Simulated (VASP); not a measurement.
# CaO (Fm-3m) in VASP: further runs, part 2 of 2

VASP 6.6.1. The steps go on from the part before.

**3. Band structure, PBE, non-collinear spin, zero start, spin-orbit coupling**

File POSCAR:

```
CaO                                     
1.0
    0.0000000000      2.4189568295      2.4189568295
    2.4189568295      0.0000000000      2.4189568295
    2.4189568295      2.4189568295     -0.0000000000
  Ca              O             
     1     1
Direct
     0.0000000000000000    0.0000000000000000    0.0000000000000000
     0.5000000000000000    0.5000000000000000    0.5000000000000000
```

File INCAR.step1:

```
SYSTEM = CaO
PREC = Accurate ; ENCUT = 520
EDIFF = 1E-7 ; ISMEAR = 0
SIGMA = 0.02 ; LREAL = .False.
LASPH = .True. ; NELM = 100
ALGO = Normal ; ISIF = 2
LWAVE = .False. ; LCHARG = .True.
MAGMOM = 0 0 0 0 0 0 ; LORBIT = 11
LSORBIT = .True. ; GGA_COMPAT = .False.
GGA = PE ; NBANDS = 28
KPAR = 4
```

File KPOINTS.step1:

```
Automatic mesh
0
Gamma
  10 10 10
  0 0 0
```

File INCAR.step2:

```
SYSTEM = CaO
PREC = Accurate ; ENCUT = 520
EDIFF = 1E-7 ; ISMEAR = 0
SIGMA = 0.05 ; LREAL = .False.
LASPH = .True. ; NELM = 100
ALGO = Normal ; ISIF = 2
LWAVE = .False. ; LCHARG = .False.
MAGMOM = 0 0 0 0 0 0 ; LORBIT = 11
LSORBIT = .True. ; GGA_COMPAT = .False.
GGA = PE ; NBANDS = 28
ICHARG = 11 ; KPAR = 4
```

File KPOINTS.step2:

```
path GXWKGLUWLK,UX
10
line-mode
reciprocal
 0.0000000000  0.0000000000  0.0000000000  G
 0.5000000000  0.0000000000  0.5000000000  X

 0.5000000000  0.0000000000  0.5000000000  X
 0.5000000000  0.2500000000  0.7500000000  W

 0.5000000000  0.2500000000  0.7500000000  W
 0.3750000000  0.3750000000  0.7500000000  K

 0.3750000000  0.3750000000  0.7500000000  K
 0.0000000000  0.0000000000  0.0000000000  G

 0.0000000000  0.0000000000  0.0000000000  G
 0.5000000000  0.5000000000  0.5000000000  L

 0.5000000000  0.5000000000  0.5000000000  L
 0.6250000000  0.2500000000  0.6250000000  U

 0.6250000000  0.2500000000  0.6250000000  U
 0.5000000000  0.2500000000  0.7500000000  W

 0.5000000000  0.2500000000  0.7500000000  W
 0.5000000000  0.5000000000  0.5000000000  L

 0.5000000000  0.5000000000  0.5000000000  L
 0.3750000000  0.3750000000  0.7500000000  K

 0.6250000000  0.2500000000  0.6250000000  U
 0.5000000000  0.0000000000  0.5000000000  X
```

Potentials or basis: VASP PAW PBE potentials, release 64 (Ca_sv, O).

Started as:

```bash
$ cat potpaw_PBE.64/Ca_sv/POTCAR potpaw_PBE.64/O/POTCAR > POTCAR
$ cp INCAR.step1 INCAR
$ cp KPOINTS.step1 KPOINTS
$ mpirun -np 4 vasp_ncl > vasp.out
$ cp INCAR.step2 INCAR
$ cp KPOINTS.step2 KPOINTS
$ mpirun -np 4 vasp_ncl > vasp.out
```

OUTCAR:

```text
SYSTEM = CaO
   PREC = Accurate
   ENCUT = 520
   EDIFF = 1E-7
   ISMEAR = 0
   LREAL = .False.
   LASPH = .True.
   NELM = 100
   ISIF = 2
   LORBIT = 11
   LSORBIT = .True.
   GGA = PE
   ICHARG = 11

 ion  position               nearest neighbor table
   1  0.000  0.000  0.000-   2 2.42   2 2.42   2 2.42   2 2.42   2 2.42   2 2.42
   2  0.500  0.500  0.500-   1 2.42   1 2.42   1 2.42   1 2.42   1 2.42   1 2.42

  LATTYP: Found a face centered cubic cell.
 ALAT       =     4.8379136590

  Lattice vectors:

 A1 = (   0.0000000000,   2.4189568295,   2.4189568295)
 A2 = (   2.4189568295,   0.0000000000,   2.4189568295)
 A3 = (   2.4189568295,   2.4189568295,   0.0000000000)

Analysis of symmetry for initial positions (statically):
=====================================================================
 Subroutine PRICEL returns:
 Original cell was already a primitive cell.

[... 974 lines left out ...]
    -0.0000015    -0.0000004     0.0000000    -0.0000004     0.0000000
 l=   3
     0.0000000     0.0000000     0.0000000     0.0000000     0.0000000     0.0000000     0.0000000
     0.0000000     0.0000000     0.0000000     0.0000000     0.0000000     0.0000000     0.0000000
     0.0000000     0.0000000     0.0000000     0.0000000     0.0000000     0.0000000     0.0000000
     0.0000000     0.0000000     0.0000000     0.0000000     0.0000000     0.0000000     0.0000000
     0.0000000     0.0000000     0.0000000     0.0000000     0.0000000     0.0000000     0.0000000
     0.0000000     0.0000000     0.0000000     0.0000000     0.0000000     0.0000000     0.0000000
     0.0000000     0.0000000     0.0000000     0.0000000     0.0000000     0.0000000     0.0000000

 Ion:    2  E_soc:     -0.0002082
 l=   1
     0.0000000    -0.0000347    -0.0000347
    -0.0000347     0.0000000    -0.0000347
    -0.0000347    -0.0000347     0.0000000
 l=   2
     0.0000000     0.0000000     0.0000000     0.0000000     0.0000000
     0.0000000     0.0000000     0.0000000     0.0000000     0.0000000
     0.0000000     0.0000000     0.0000000     0.0000000     0.0000000
     0.0000000     0.0000000     0.0000000     0.0000000     0.0000000
     0.0000000     0.0000000     0.0000000     0.0000000     0.0000000
 l=   3
     0.0000000     0.0000000     0.0000000     0.0000000     0.0000000     0.0000000     0.0000000
     0.0000000     0.0000000     0.0000000     0.0000000     0.0000000     0.0000000     0.0000000
     0.0000000     0.0000000     0.0000000     0.0000000     0.0000000     0.0000000     0.0000000
     0.0000000     0.0000000     0.0000000     0.0000000     0.0000000     0.0000000     0.0000000
     0.0000000     0.0000000     0.0000000     0.0000000     0.0000000     0.0000000     0.0000000
     0.0000000     0.0000000     0.0000000     0.0000000     0.0000000     0.0000000     0.0000000
     0.0000000     0.0000000     0.0000000     0.0000000     0.0000000     0.0000000     0.0000000

 total charge

# of ion       s       p       d       tot
------------------------------------------
    1        2.026   5.898   0.246   8.170
    2        1.545   3.498   0.000   5.043
--------------------------------------------------
tot          3.571   9.396   0.246  13.213

 magnetization (x)

# of ion       s       p       d       tot
------------------------------------------
    1       -0.000   0.000   0.000  -0.000
    2       -0.000   0.000   0.000   0.000
--------------------------------------------------
tot         -0.000   0.000   0.000  -0.000

 magnetization (y)

# of ion       s       p       d       tot
------------------------------------------
    1        0.000   0.000  -0.000   0.000
    2       -0.000   0.000   0.000  -0.000
--------------------------------------------------
tot          0.000   0.000  -0.000   0.000

 magnetization (z)

# of ion       s       p       d       tot
------------------------------------------
    1        0.000   0.000   0.000   0.000
    2       -0.000  -0.000   0.000  -0.000
--------------------------------------------------
tot         -0.000  -0.000   0.000  -0.000
```

Wall time 92 s (4 MPI ranks of Intel Xeon Platinum 8259CL at 2.50GHz (Skylake/Cascade Lake), shared host); peak memory 0.3 GiB.

What came out:

- Net moment: 0.00 μB per cell

Moments on the atoms (μB; x, y, z):
```
Ca  0.00 0.00 0.00
O   0.00 0.00 0.00
```
